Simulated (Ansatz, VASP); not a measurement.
## FeO: VASP beside Ansatz

```
CELL_PARAMETERS angstrom
-4.14102 0.26850 4.14925
-0.01778 2.09522 2.19109
-2.11307 2.02130 0.09169
ATOMIC_POSITIONS crystal
Fe 0.26820 0.82412 0.90267
Fe 0.77240 0.84266 0.89201
O 0.51763 0.39844 0.34892
O 0.03409 0.32543 0.40507
```

Alike in both runs: task single point; functional PBE; k mesh 3 × 3 × 3; occupations fermi-dirac, width 0.15 eV; collinear spin; Hubbard terms Fe d U = 4.0 eV.

```csv
,VASP,Ansatz
version,VASP 6.6.1,Ansatz 0.2.0 development build
potentials or method,"VASP PAW PBE potentials, release 64 (Fe, O)","plane waves, PAW datasets (generated soft set 1)"
plane-wave cutoff (eV),520,420
valence electrons in the cell,28,44
```

VASP gave:

- gap on the k mesh at the Fermi level (eV): 2.28
- rms of the force components (eV/Å): 0.559
- size of the moment on the site where the two differ most (μB): 3.62

Q: What did Ansatz give for the same quantities?

A: gap on the k mesh at the Fermi level (eV): 2.38; rms of the force components (eV/Å): 0.553; size of the moment on the site where the two differ most (μB): 3.20.

Site moments also hang on the region over which each program counts them. The programs project onto different local orbitals, so the same U acts differently. The two sets of potentials don't hold the same shells in valence.

Caveats: the k mesh is coarse (spacing up to 0.90 Å⁻¹), so the values aren't converged; an odd mesh through Γ misses points on the zone boundary, where band edges often lie; forces of over 1 eV/Å show positions far from the minimum, so gaps and moduli don't describe the material at rest. The state reached can hang on the start; a lower one may exist.
